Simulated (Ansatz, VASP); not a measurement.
Two plane-wave programs on ScAl3

File POSCAR:

```
ScAl3
1.0
    4.1053305968      0.0000000000      0.0000000000
    0.0000000000      4.1053305968      0.0000000000
    0.0000000000      0.0000000000      4.1053305968
Sc Al
1 3
Direct
    0.0000000000      0.0000000000      0.0000000000
    0.5000000000      0.0000000000      0.5000000000
    0.0000000000      0.5000000000      0.5000000000
    0.5000000000      0.5000000000      0.0000000000
```

The input INCAR.step1:

```
SYSTEM = ScAl3
ALGO = Normal
EDIFF = 1E-4
ENCUT = 520
GGA = PE
ISMEAR = 0
LASPH = .TRUE.
LCHARG = .FALSE.
LREAL = .FALSE.
LWAVE = .TRUE.
NBANDS = 18
NELM = 100
PREC = Accurate
SIGMA = 0.1
```

INCAR.step2

```
SYSTEM = ScAl3
ALGO = Normal
EDIFF = 1E-6
ENCUT = 520
ISIF = 2
ISMEAR = 0
ISTART = 1
LASPH = .TRUE.
LCHARG = .FALSE.
LMIXTAU = .TRUE.
LREAL = .FALSE.
LWAVE = .FALSE.
METAGGA = R2SCAN
NBANDS = 18
NELM = 100
PREC = Accurate
SIGMA = 0.1
```

The input KPOINTS:

```
k-points
0
G
  10 10 10
  0 0 0
```

Input for Ansatz:

```yaml
crystal:
  lattice:
    - [4.1053305961, 0.0, 0.0]
    - [0.0, 4.1053305961, 0.0]
    - [0.0, 0.0, 4.1053305961]
  atoms:
    - { symbol: Sc, position: [0.0, 0.0, 0.0] }
    - { symbol: Al, position: [0.5, 0.0, 0.5] }
    - { symbol: Al, position: [0.0, 0.5, 0.5] }
    - { symbol: Al, position: [0.5, 0.5, 0.0] }
basis:
  ecutwfc: 500
kpoints:
  mp_grid: { grid: [10, 10, 10] }
  band_path:
    path:
      - [[0.0, 0.0, 0.0], [0.0, 0.5, 0.0], [0.5, 0.5, 0.0], [0.0, 0.0, 0.0], [0.5, 0.5, 0.5], [0.0, 0.5, 0.0]]
      - [[0.5, 0.5, 0.5], [0.5, 0.5, 0.0]]
    npoints: 14
hamiltonian:
  xc: r2scan
scf:
  occupations: { method: gaussian, width: 0.1 }
  n_extra_bands: 10
output:
  forces: true
  stress: true
  eigenvalues: true
  populations: true
  dos: { projected: true, de: 0.02, nscf_kmesh: { grid: [15, 15, 15] } }
  bader: true
  write_density: true
  write_potential: true
  elf: true
  volumetric_format: npy
```

Alike in both runs: task single point; functional r2SCAN; k mesh 10 × 10 × 10; occupations gaussian, width 0.1 eV; no spin polarisation.

```csv
,VASP,Ansatz
version,VASP 6.6.1,Ansatz 0.2.0
potentials or method,"VASP PAW PBE potentials, release 64 (Sc_sv, Al)","scalar-relativistic, plane waves, PAW"
plane-wave cutoff (eV),520,500
valence electrons in the cell,20,20
```

```csv
,VASP,Ansatz,Ansatz less VASP
gap on the k mesh at the Fermi level (eV),none,none,-
pressure (GPa),-1.3,-1.3,+0.01
```

A gap of «none» marks a metal or a gap that the smearing closes.

Caveats: the PAW data sets were made with another functional, which shifts forces and pressure a little (VASP).
